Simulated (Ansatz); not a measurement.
# Minibands of ZnSe/CdS superlattices, part 3 of 5

How do the layer thicknesses change the gap of ZnSe/CdS? The crystals are ZnSe zinc blende(111) and CdS zinc blende(111), on a common net of side 4.2 Å (+3.5 % and +0.0 % against typed lattice constants near PBE's). Layer spacings come from each crystal relaxed along the normal on that net, and the joins take bond lengths estimated from both crystals. The stacks are then relaxed. The first steps treat the bulk crystals alone. PBEsol has lattice constants of its own, so the true strain differs.

Ansatz 0.2.0; PBEsol DFT, plane waves, PAW files (the session's first sound run).

So far, gap on path (eV): step 3 (the bulk crystal and its band edges, strain 0.0348, crystal ZnSe zinc …) 0.741; step 5 (the bulk crystal and its band edges, strain -0.0001, crystal CdS zinc …) 0.876.

### 7. Band edges of the superlattice, atomic layers of each crystal 6×6, k-mesh 8×8×2

The band edges of this cell are searched, off the mesh as well. The next step's energy window follows from its gap.

input.yaml

```yaml
crystal:
  lattice:
    - [4.2, 0.0, 0.0]
    - [-2.1, 3.6373066959, 0.0]
    - [0.0, 0.0, 19.3443385049]
  atoms:
    - { symbol: Se, position: [0.0, 0.0, -0.0005336332] }
    - { symbol: Zn, position: [0.3333333333, 0.6666666667, 0.0355884638] }
    - { symbol: Se, position: [0.3333333333, 0.6666666667, 0.1620746452] }
    - { symbol: Zn, position: [0.6666666667, 0.3333333333, 0.1982028265] }
    - { symbol: Se, position: [0.6666666667, 0.3333333333, 0.3246534601] }
    - { symbol: Zn, position: [0.0, 0.0, 0.3609832433] }
    - { symbol: S, position: [0.0, 0.0, 0.4808220867] }
    - { symbol: Cd, position: [0.3333333333, 0.6666666667, 0.520881573] }
    - { symbol: S, position: [0.3333333333, 0.6666666667, 0.6513883661] }
    - { symbol: Cd, position: [0.6666666667, 0.3333333333, 0.691865573] }
    - { symbol: S, position: [0.6666666667, 0.3333333333, 0.822354977] }
    - { symbol: Cd, position: [0.0, 0.0, 0.8629801803] }
kpoints:
  mp_grid: { grid: [8, 8, 2] }
  band_path: { path: [VBM, CBM], npoints: 24 }
scf:
  occupations: { method: fixed }
  max_iter: 120
hamiltonian:
  xc: pbesol
output:
  eigenvalues: true
  write_potential: true
  write_density: true
  volumetric_format: npy
  elf: true
```

Launch:

```bash
$ ansatz run input.yaml --threads 4 --pin off --max-ram 10240MiB --backend cpu --events-out ev --progress --plain --runs-dir out
```

Numbers of over 12 decimals in the logs are rounded to 6 here.

The log of the run:

```text
[...]
Crystal: 12 atoms, lattice volume = 295.517 Å³
Basis set: ecut = 420 eV, 5687 PW (Γ)
Bands: 98, of which v1, the nominal top of the filled ones, is band 81 counted from 1 (80 counted from 0)
Symmetry: 6 space group operations
[...]
k-points: 20 of 128 (time reversal used)
[...]
SCF iter   1: F=—  HF=-53329.778583 eV  |F-HF|=—  |Δ(HF+E_count)|=         —  Δρ=4.68e-3  dr2=1.02e-1  ethr=1.77e-3  ⟨swp⟩=5.0  Hψ=5881  notcnv=0  defer=285
[...]
SCF iter   9: F=-53329.751841 eV  HF=-53329.751841 eV  |F-HF|=1.56e-8  |Δ(HF+E_count)|=   3.37e-8  Δρ=4.03e-6  dr2=3.43e-8  ethr=6.17e-11  ⟨swp⟩=10.5  Hψ=8476  notcnv=0
SCF 1 converged in 9 iterations: F = -53329.751841 eV  dr2 = 3.43e-8
[...]
SCF converged after 9 iterations
Free energy (F): -53329.751841 eV
[...]
Internal energy: -53329.751841 eV  (E = F + TS)
E sigma→0 (E₀):  -53329.751841 eV
Fermi energy:    6.378762 eV
[...]
--- Band table (eV; the first three rows and the last of 20) ---
  k-point 0: bands = [... 77 lower, 5.9413, 6.2121, 6.2121, 6.3788, 7.1921, 8.2989, 8.3623, 8.4002, ... 13 higher]
  k-point 1: bands = [... 77 lower, 6.0489, 6.0489, 6.1883, 6.1883, 7.7321, 7.7839, 8.3074, 8.5224, ... 13 higher]
  k-point 2: bands = [... 77 lower, 5.7718, 5.9357, 6.0823, 6.3007, 8.1053, 8.8428, 8.9712, 9.0156, ... 13 higher]
  k-point 19: bands = [... 77 lower, 4.8619, 4.8987, 5.1790, 5.3310, 10.4022, 10.5567, 10.6210, 10.7048, ... 13 higher]
```

The job ended after 1.8 min (4 threads of Arm Neoverse V1, shared host; peak memory 1.4 GiB; 7 min of CPU time).

Numbers from this step:

| Quantity | Value |
| --- | --- |
| free energy | -53329.7518 eV |
| gap on the k-mesh | 0.8133 eV |
| gap on path | 0.8040 eV, by band count; negative where bands overlap |
| edge places on path | 0.002928, 0.07027 1/A along the path |

Electronic bands along the path, in eV, zero at the Fermi level (highest filled level under fixed occupations); v1 is the highest filled band, c1 the lowest empty one:

```tsv
point	v4	v3	v2	v1	c1	c2	c3	c4
VBM	-0.42	-0.34	-0.18	0.01	0.99	2.01	2.06	2.09
halfway	-0.42	-0.22	-0.17	0.01	0.86	1.94	2.00	2.04
CBM	-0.44	-0.17	-0.17	0.00	0.81	1.92	1.98	2.02
```

Valence density in the ca plane at fractional y = 0.000, with atoms of Se and Zn and S and Cd within 0.2 Å of it. It is the smooth field of the valence electrons, not physical close to the nuclei.

Ten steps, logarithmic in the rise over the least value, from '0' (0 e/Å³) to '9' (30 e/Å³), each cell a mean:
```
00000000000014885223323210000000000000036886
00000000000012332112233210000000000000014553
00000000000001110001121100000000000000011211
00001100000001100000001000000011100000001000
00011110000011100000000000000111110000011000
00011111000011100000000100000111110000011000
00011110000011100000000000000011100000011000
00000000000001100000111100000000000000001110
00000000000001221011222100000000000000012332
00000000000013563112333210000000000000025775
00000000000015996223212210000000000000137996
```
Columns run along c (16.0 Å, from fractional 0.09 to 0.91 of the cell), rows up along a (4.2 Å). Atoms in or near the plane, at fractional coordinates: Zn at (0.36, 0.00), S at (0.48, 0.00), Cd at (0.86, 0.00).

ELF in the ca plane at fractional y = 0.000, with atoms of Se and Zn and S and Cd within 0.2 Å of it. It is the smooth field of the valence electrons, not physical close to the nuclei.

Values, 6 rows by 16 columns, each cell a mean:
```
0.65 0.42 0.03 0.05 0.03 0.09 0.13 0.10 0.66 0.60 0.64 0.05 0.04 0.04 0.02 0.14
0.64 0.21 0.21 0.35 0.13 0.19 0.34 0.19 0.38 0.64 0.30 0.09 0.27 0.17 0.07 0.23
0.21 0.15 0.48 0.58 0.21 0.34 0.63 0.30 0.06 0.15 0.16 0.22 0.53 0.22 0.13 0.50
0.29 0.15 0.43 0.55 0.20 0.32 0.60 0.27 0.11 0.23 0.16 0.19 0.49 0.22 0.12 0.45
0.72 0.27 0.13 0.25 0.09 0.15 0.25 0.17 0.49 0.76 0.42 0.06 0.18 0.13 0.05 0.17
0.56 0.46 0.02 0.03 0.02 0.09 0.11 0.07 0.68 0.42 0.67 0.05 0.02 0.02 0.02 0.16
```
Columns run along c (16.0 Å, from fractional 0.01 to 0.83 of the cell), rows up along a (4.2 Å). Atoms in or near the plane, at fractional coordinates: Zn at (0.36, 0.00), S at (0.48, 0.00).

Electrostatic potential energy in the ca plane at fractional y = 0.000, with atoms of Se and Zn and S and Cd within 0.2 Å of it. With pseudopotentials it is smooth inside the atoms' cores, unlike the true potential.

Ten even steps from '0' (-27 eV) to '9' (11 eV), each cell a mean:
```
99999998400037600017999999999999985210258636
99999999731268851258999999999999997432478853
99999999887889988889999999999999999866799987
99999999999999999999999999999999999999999999
88899999899999999888899998888899999999999999
88899999889999999888899998888899999999999999
88999999999999999988999999888999999999999999
99999999988999999899999999999999999888899998
99999999864589875579999999999999998644689975
99999998510048720038999999999999986321368744
99999998300027501006999999999999985200258646
```
Columns run along c (16.0 Å, from fractional 0.17 to 1.00 of the cell; values clipped at the 3rd and 97th percentile), rows up along a (4.2 Å). Atoms in or near the plane, at fractional coordinates: Se at (0.00, 0.00), Zn at (0.36, 0.00), S at (0.48, 0.00), Cd at (0.86, 0.00).

The searched edges give 0.804 eV, against 0.813 eV on the mesh.

### 8. Minibands and complex bands along the stacking, atomic layers of each crystal 6×6, k-mesh 8×8×2

This step: PBEsol DFT, plane waves, PAW files; complex bands by layer matching along the plane's normal (Ansatz 0.2.0).

The whole cell is now the period, so open channels are minibands and Im kz is the decay through the stack.

Edit input.yaml of step 7 so:

```diff
@@ -20,3 +20,2 @@
   mp_grid: { grid: [8, 8, 2] }
-  band_path: { path: [VBM, CBM], npoints: 24 }
 scf:
@@ -28,5 +27,6 @@
   eigenvalues: true
-  write_potential: true
-  write_density: true
-  volumetric_format: npy
-  elf: true
+  transmission:
+    leads: [[0, 0]]
+    kpoints: [[0.0, 0.0], [-0.026, -0.0208]]
+    e_range: [-1.5, 2.3]
+    de: 0.05
```

The log of the run:

```text
[...]
Crystal: 12 atoms, lattice volume = 295.517 Å³
Basis set: ecut = 420 eV, 5687 PW (Γ)
Bands: 98, of which v1, the nominal top of the filled ones, is band 81 counted from 1 (80 counted from 0)
Symmetry: 6 space group operations
[...]
k-points: 20 of 128 (time reversal used)
[...]
SCF iter   1: F=—  HF=-53329.778583 eV  |F-HF|=—  |Δ(HF+E_count)|=         —  Δρ=4.68e-3  dr2=1.02e-1  ethr=1.77e-3  ⟨swp⟩=5.0  Hψ=5881  notcnv=0  defer=285
[...]
SCF iter   9: F=-53329.751841 eV  HF=-53329.751841 eV  |F-HF|=1.56e-8  |Δ(HF+E_count)|=   3.37e-8  Δρ=4.03e-6  dr2=3.43e-8  ethr=6.17e-11  ⟨swp⟩=10.5  Hψ=8476  notcnv=0
SCF 1 converged in 9 iterations: F = -53329.751841 eV  dr2 = 3.43e-8
[...]
transmission: 24 of 48 steps passed
transmission: 48 of 48 steps passed
SCF converged after 9 iterations
Free energy (F): -53329.751841 eV
[...]
Internal energy: -53329.751841 eV  (E = F + TS)
E sigma→0 (E₀):  -53329.751841 eV
Fermi energy:    6.378762 eV
[...]
--- Band table (eV; the first three rows and the last of 20) ---
  k-point 0: bands = [... 77 lower, 5.9413, 6.2121, 6.2121, 6.3788, 7.1921, 8.2989, 8.3623, 8.4002, ... 13 higher]
  k-point 1: bands = [... 77 lower, 6.0489, 6.0489, 6.1883, 6.1883, 7.7321, 7.7839, 8.3074, 8.5224, ... 13 higher]
  k-point 2: bands = [... 77 lower, 5.7718, 5.9357, 6.0823, 6.3007, 8.1053, 8.8428, 8.9712, 9.0156, ... 13 higher]
  k-point 19: bands = [... 77 lower, 4.8619, 4.8987, 5.1790, 5.3310, 10.4022, 10.5567, 10.6210, 10.7048, ... 13 higher]
--- Transmission ---
  basis      : 127 plane waves across, 24 finite elements along
  points     : 2, as listed
  energies   : 77 from -1.500000 to 2.300000 eV about the Fermi level, 0.050000 eV apart; the leads are filled to 0.406648 eV, and channels, transmission and decay are at 0.400000 eV
  crystal 0  : S3Cd3Se3Zn3, at the sites [0, 0], period 19.3443 Å: whole cells are its period
    offset         : up to 0.0000 Å between an atom of the period and one for which it stands
    channels       : 0.000000e0 a spin
    conductance    : none, the energies end too early or step too widely for 300 K: set another output.transmission.e_range or a lower de, or, where they end at an eighth of basis.ecutwfc, a higher one
    slowest decay  : 0.0699 /Å at (0.0000, 0.0000)
```

The job ended after 32 s (4 threads; peak memory 1.1 GiB; 2.1 min of CPU time).

This step gave:

```
decay constant at the filling level, zone centre          : 0.06987 Å⁻¹
decay constant at the filling level, slowest listed point : 0.0699 Å⁻¹
```

Lower lead, k parallel (0, 0); values up to 0.9316 1/Å, a degenerate pair printed once or twice; energies at which all values exceed this have no row. Im kz of the slowest decaying states against energy, zero at the highest filled level on the SCF mesh:

```tsv
energy (eV)	decay 1 (Å⁻¹)	decay 2 (Å⁻¹)	decay 3 (Å⁻¹)
-1.50	0.447	-	-
-1.35	0.364	-	-
-1.25	0.288	-	-
-1.10	0.0768	-	-
-1.00	0.0855	-	-
-0.85	-	-	-
-0.70	0.0212	0.0285	-
-0.60	0.0181	-	-
-0.45	0.0150	-	-
-0.30	0.0613	-	-
-0.20	0.0513	-	-
-0.05	0.216	-	-
0.00	0.00174	0.250	-
0.05	0.0333	0.278	0.930
0.20	0.0598	0.342	0.898
0.35	0.0691	0.388	0.864
0.45	0.0696	0.413	0.841
0.60	0.0620	0.443	0.806
0.75	0.0381	0.467	0.768
0.85	0.481	0.742	-
1.00	0.498	0.701	-
1.10	0.508	0.672	-
1.25	0.521	0.625	-
1.40	0.00341	0.531	0.572
1.50	0.534	0.536	-
1.65	0.466	0.543	-
1.80	0.374	0.547	-
1.90	0.254	0.550	-
2.05	0.248	0.552	-
2.15	0.0716	0.141	0.553
2.30	0.218	0.553	-
```

Lower lead, k parallel (0, 0). The Re kz of states that move upwards by energy, zero at the highest filled level on the SCF mesh:

```tsv
energy (eV)	channel 1 (Å⁻¹)	channel 2 (Å⁻¹)	channel 3 (Å⁻¹)
-1.50	0.0264	-	-
-1.35	0.0511	-	-
-1.25	0.0678	-	-
-1.10	0.0932	-	-
-1.00	0.111	-	-
-0.85	0.0225	0.0225	0.141
-0.70	-	-	-
-0.60	-0.117	-0.117	-
-0.45	-0.130	-	-
-0.30	-0.0982	-	-
-0.20	-0.0763	-	-
-0.05	-0.0352	-	-
0.00	-	-	-
0.05	-	-	-
0.20	-	-	-
0.35	-	-	-
0.45	-	-	-
0.60	-	-	-
0.75	-	-	-
0.85	0.0311	-	-
1.00	0.0768	-	-
1.10	0.101	-	-
1.25	0.135	-	-
1.40	-	-	-
1.50	-0.136	-	-
1.65	-0.100	-	-
1.80	-0.0614	-	-
1.90	-0.0294	-	-
2.05	0.0193	-	-
2.15	-	-	-
2.30	0.0784	-	-
```

Lower lead, k parallel (-0.026, -0.0208); values up to 0.9316 1/Å, a degenerate pair printed once or twice; energies at which all values exceed this have no row. Im kz of the slowest decaying states against energy, zero at the highest filled level on the SCF mesh:

```tsv
energy (eV)	decay 1 (Å⁻¹)	decay 2 (Å⁻¹)	decay 3 (Å⁻¹)	decay 4 (Å⁻¹)
-1.400	0.350	0.359	-	-
-1.200	0.102	0.164	-	-
-1.000	0.0466	-	-	-
-0.800	0.003	0.017	-	-
-0.600	-	-	-	-
-0.400	0.0316	0.0413	-	-
-0.200	0.0351	0.140	-	-
0.000	0.262	0.265	-	-
0.200	0.0768	0.345	0.345	0.911
0.400	0.0918	0.399	0.400	0.869
0.600	0.0903	0.439	0.441	0.824
0.800	0.0722	0.469	0.471	0.777
1.000	0.493	0.495	0.725	-
1.200	0.511	0.513	0.669	-
1.400	0.525	0.527	0.606	-
1.600	0.531	0.535	0.537	-
1.800	0.436	0.542	0.544	-
2.000	0.240	0.547	0.548	-
2.200	0.212	0.549	0.551	-
```

Lower lead, k parallel (-0.026, -0.0208). Table of Re kz of states that move upwards by energy, zero at the highest filled level on the SCF mesh:

```tsv
energy (eV)	channel 1 (Å⁻¹)	channel 2 (Å⁻¹)	channel 3 (Å⁻¹)
-1.400	0.0516	-	-
-1.200	0.0901	-	-
-1.000	-0.0374	0.125	-
-0.800	0.0486	-	-
-0.600	-0.144	-0.118	-0.0313
-0.400	0.107	-	-
-0.200	-0.102	-	-
0.000	-0.0198	-	-
0.200	-	-	-
0.400	-	-	-
0.600	-	-	-
0.800	-	-	-
1.000	0.0223	-	-
1.200	0.0960	-	-
1.400	0.146	-	-
1.600	-0.132	-	-
1.800	-0.0814	-	-
2.000	-0.0199	-	-
2.200	0.0686	-	-
```

At the listed wavevectors the last open channel is at +0.00 eV and the next at +0.85 eV on the grid. At +0.40 eV, the grid energy nearest the filling level (the middle of the gap on the SCF mesh), the slowest state at the listed wavevectors decays with κ = 0.0699 Å⁻¹, its amplitude falling by e over 14 Å.

### 9. Relaxing the interfaces, stack ZnSe 4 / CdS 2, atomic layers of each crystal 4×2

This step: PBEsol DFT, plane waves, PAW files (Ansatz 0.2.0).

System of this step: ZnSe (4) / CdS (2). The cell holds 6 atoms: 2 Se, 2 Zn, 1 S and 1 Cd. Its edges and angles: a = 4.200 Å, b = 4.200 Å, c = 9.593 Å, α = 90.0°, β = 90.0°, γ = 120.0°. Regions: 0: ZnSe, 4 atoms (2 Se and 2 Zn); 1: CdS, 2 atoms (1 S and 1 Cd). The structure's axis is c.

The stack is relaxed at a fixed cell, since the spacings at the joins were only estimated. The total length stays as laid.

input.yaml

```yaml
crystal:
  lattice:
    - [4.2, 0.0, 0.0]
    - [-2.1, 3.6373066959, 0.0]
    - [0.0, 0.0, 9.5930692888]
  atoms:
    - { symbol: Se, position: [0.0, 0.0, 0.0] }
    - { symbol: Zn, position: [0.3333333333, 0.6666666667, 0.0731688788] }
    - { symbol: Se, position: [0.3333333333, 0.6666666667, 0.3278363117] }
    - { symbol: Zn, position: [0.6666666667, 0.3333333333, 0.4010051906] }
    - { symbol: S, position: [0.6666666667, 0.3333333333, 0.6409769994] }
    - { symbol: Cd, position: [0.0, 0.0, 0.7214586792] }
kpoints:
  mp_grid: { grid: [8, 8, 4] }
scf:
  occupations: { method: fixed }
  max_iter: 120
hamiltonian:
  xc: pbesol
output:
  eigenvalues: false
  forces: true
relax:
  f_tol: 0.02
  max_steps: 40
```

The log of the run:

```text
[...]
Crystal: 6 atoms, lattice volume = 146.550 Å³
Basis set: ecut = 420 eV, 2823 PW (Γ), exchange–correlation on 60×60×144 points (8 copies of the dense FFT grid, shifted against one another)
Bands: 50, of which v1, the nominal top of the filled ones, is band 41 counted from 1 (40 counted from 0)
Symmetry: 6 space group operations
[...]
k-points: 35 of 256 (time reversal used)
[...]
SCF iter   1: F=—  HF=-26482.978968 eV  |F-HF|=—  |Δ(HF+E_count)|=         —  Δρ=4.37e-3  dr2=3.79e-2  ethr=1.77e-3  ⟨swp⟩=5.0  Hψ=5354  notcnv=0  defer=233
[...]
SCF iter   6: F=-26482.968540 eV  HF=-26482.968534 eV  |F-HF|=6.26e-6  |Δ(HF+E_count)|=   4.33e-5  Δρ=5.55e-5  dr2=5.04e-6  ethr=1.22e-8  ⟨swp⟩=4.1  Hψ=6025  notcnv=0
SCF 1 converged in 6 iterations: F = -26482.968540 eV  dr2 = 5.04e-6
[...]
relax step   1: F+E_penalty+E_count = -26482.96854012 eV  Δ(F+E_penalty+E_count) = +0.000e0 eV  max|allowed force component| = 1.678e-1 eV/Å  Δτ_max = 0.0000 Å  (6 SCF iters, dr2 threshold 1.00e-5 eV, accepted)
[...]
SCF iter   6: F=-26482.971193 eV  HF=-26482.971193 eV  |F-HF|=1.75e-7  |Δ(HF+E_count)|=   3.82e-8  Δρ=1.45e-5  dr2=6.89e-7  ethr=2.15e-9  ⟨swp⟩=4.0  Hψ=5952  notcnv=0
SCF 2 converged in 6 iterations: F = -26482.971193 eV  dr2 = 6.89e-7
relax step   2: F+E_penalty+E_count = -26482.97119293 eV  Δ(F+E_penalty+E_count) = -2.653e-3 eV  max|allowed force component| = 9.880e-2 eV/Å  Δτ_max = 0.0291 Å  (6 SCF iters, dr2 threshold 1.76e-6 eV, accepted)
SCF iter   1: F=—  HF=-26482.972427 eV  |F-HF|=—  |Δ(HF+E_count)|=         —  Δρ=7.47e-4  dr2=5.12e-4  ethr=8.22e-6  ⟨swp⟩=3.1  Hψ=3322  notcnv=0  defer=140
[...]
SCF iter   5: F=-26482.972240 eV  HF=-26482.972240 eV  |F-HF|=1.59e-7  |Δ(HF+E_count)|=   1.37e-6  Δρ=1.04e-5  dr2=3.97e-7  ethr=7.44e-10  ⟨swp⟩=3.0  Hψ=6355  notcnv=0
SCF 3 converged in 5 iterations: F = -26482.972240 eV  dr2 = 3.97e-7
relax step   3: F+E_penalty+E_count = -26482.97224007 eV  Δ(F+E_penalty+E_count) = -1.047e-3 eV  max|allowed force component| = 2.816e-2 eV/Å  Δτ_max = 0.0106 Å  (5 SCF iters, dr2 threshold 6.10e-7 eV, accepted)
SCF iter   1: F=—  HF=-26482.972315 eV  |F-HF|=—  |Δ(HF+E_count)|=         —  Δρ=1.13e-4  dr2=1.58e-5  ethr=1.20e-7  ⟨swp⟩=2.1  Hψ=3224  notcnv=0  defer=140
[...]
SCF iter   5: F=-26482.972296 eV  HF=-26482.972296 eV  |F-HF|=3.34e-9  |Δ(HF+E_count)|=   1.12e-7  Δρ=3.16e-6  dr2=1.79e-8  ethr=1.22e-10  ⟨swp⟩=4.0  Hψ=5662  notcnv=0
SCF 4 converged in 5 iterations: F = -26482.972296 eV  dr2 = 1.79e-8
relax step   4: F+E_penalty+E_count = -26482.97229614 eV  Δ(F+E_penalty+E_count) = -5.607e-5 eV  max|allowed force component| = 1.373e-2 eV/Å  Δτ_max = 0.0014 Å  (5 SCF iters, accepted)
SCF converged after 5 iterations
Free energy (F): -26482.972296 eV
[...]
Internal energy: -26482.972296 eV  (E = F + TS)
E sigma→0 (E₀):  -26482.972296 eV
Fermi energy:    6.259081 eV
[...]
--- Forces (eV/Å), atoms counted from 1 ---
  atom   1  Se    -0.00000000    -0.00000000    -0.00147310
  atom   2  Zn     0.00000000     0.00000000    -0.00051883
  atom   3  Se    -0.00000000    -0.00000000     0.00235773
  atom   4  Zn     0.00000000     0.00000000    -0.01373710
  atom   5  S     -0.00000000    -0.00000000     0.01298950
  atom   6  Cd     0.00000000     0.00000000     0.00035882
  max |Σ_I F_I| component: 2.30e-5 eV/Å
--- Relaxed structure (4 steps of the walk, 4 accepted, 0 SCFs on fresh bases) ---
  F+E_penalty+E_count = -26482.97229614 eV   max|allowed force component| = 1.373e-2 eV/Å
  atoms:
    - { symbol: Se, position: [-2.9962429401182957e-19, 0, -0.00118157] }
    - { symbol: Zn, position: [0.333333, 0.666667, 0.072195] }
    - { symbol: Se, position: [0.333333, 0.666667, 0.326970] }
    - { symbol: Zn, position: [0.666667, 0.333333, 0.400629] }
    - { symbol: S, position: [0.666667, 0.333333, 0.642028] }
    - { symbol: Cd, position: [5.950035280237008e-19, 0, 0.723805] }
[...]
```

Run time: 17 s. Hardware: 4 threads; peak memory 0.59 GiB.

The steps of the relaxation:

```tsv
step	energy less that of the first step (eV)	largest force component (eV/Å)
1	0.0000	0.1678
2	-0.0027	0.0988
3	-0.0037	0.0282
4	-0.0038	0.0137
```

The run keeps the 6 symmetry operations that it works with, so distortions that break them were not tested.

The atoms that moved most (Å):

```tsv
atom	dx	dy	dz	length
Cd6	0.000	0.000	0.023	0.023
Se1	0.000	0.000	-0.011	0.011
S5	0.000	0.000	0.010	0.010
Zn2	0.000	0.000	-0.009	0.009
Se3	0.000	0.000	-0.008	0.008
```

Final coordinates:

```cif
data_structure
_symmetry_space_group_name_H-M 'P 1'
_symmetry_Int_Tables_number 1
_cell_length_a 4.2000
_cell_length_b 4.2000
_cell_length_c 9.5931
_cell_angle_alpha 90.000
_cell_angle_beta 90.000
_cell_angle_gamma 120.000
_cell_volume 146.55
loop_
_atom_site_label
_atom_site_type_symbol
_atom_site_fract_x
_atom_site_fract_y
_atom_site_fract_z
_atom_site_occupancy
Se1 Se 0.00000 0.00000 0.99882 1
Zn2 Zn 0.33333 0.66667 0.07220 1
Se3 Se 0.33333 0.66667 0.32697 1
Zn4 Zn 0.66667 0.33333 0.40063 1
S5 S 0.66667 0.33333 0.64203 1
Cd6 Cd 0.00000 0.00000 0.72381 1
```

Numbers from this step:

```
free energy  : -26482.9723 eV
Fermi energy : 6.259 eV
```

The largest force component on a free atom ends at 0.014 eV/Å.

[end of part 3 of 5]

[Logs are printed without paths, hosts, clocks, repeated set-up lines and the standing remarks that a program may print on its own settings, such as how far it seeks lower states.]

[Hosts, paths, dates, database ids (printed as entryN), source tags and the programs' standing remarks are cut or masked in the printed files.]
